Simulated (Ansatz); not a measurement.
Level of theory: DFT PBE, scalar-relativistic, plane waves, PAW in Ansatz 0.2.0. All cells share a 420 eV cutoff and Γ-centred k meshes spaced at most about 0.3 Å⁻¹ (2π included). No spin polarisation.

These are static total energies at zero pressure.

Two relaxed structures of Si4Ge:

A. Space group R-3m (No. 166), trigonal, a = 3.905 Å, c = 47.838 Å. Around Si on its first site lie 3 Si at 2.38 Å and 1 Ge at 2.42 Å; around Si on its second site lie 4 Si at 2.37–2.38 Å; Si on its third site has 4 Si at 2.37–2.38 Å; Si on its fourth site is surrounded by 4 Si at 2.37–2.38 Å; around Ge lie 1 Si at 2.42 Å and 3 Ge at 2.43 Å.

B. Space group R-3m (No. 166), trigonal, a = 3.904 Å, c = 47.801 Å. Around Si on its first site lie 1 Si at 2.36 Å and 3 Ge at 2.40 Å; Si on its second site has 4 Si at 2.37–2.38 Å; around Si on its third site lie 3 Si at 2.38 Å and 1 Ge at 2.43 Å; Si on its fourth site has 4 Si at 2.36–2.38 Å; Ge has 4 Si at 2.40–2.43 Å.

**Question.** Which arrangement of the elements on these sites is preferred, and by what margin?

**Answer.** They are level within the accuracy (under 1 meV/atom apart). The two share one framework of sites and differ in which element sits where. A has Si and Ge ordered on diamond sites, space group R-3m (No. 166), 21.1 Å³/atom and a gap of 0.36 eV on its mesh; B has Si and Ge ordered on diamond sites, space group R-3m (No. 166), 21.0 Å³/atom and a gap of 0.55 eV. Counting Si atoms around Ge (those within 1.25 times the shortest such distance or 1.15 times the sum of covalent radii), A has Ge 1 and B has Ge 4. Both come from invented guesses.

Kohn–Sham gaps at this level usually fall short of measured ones. Cells relaxed within their symmetry can be saddle points.
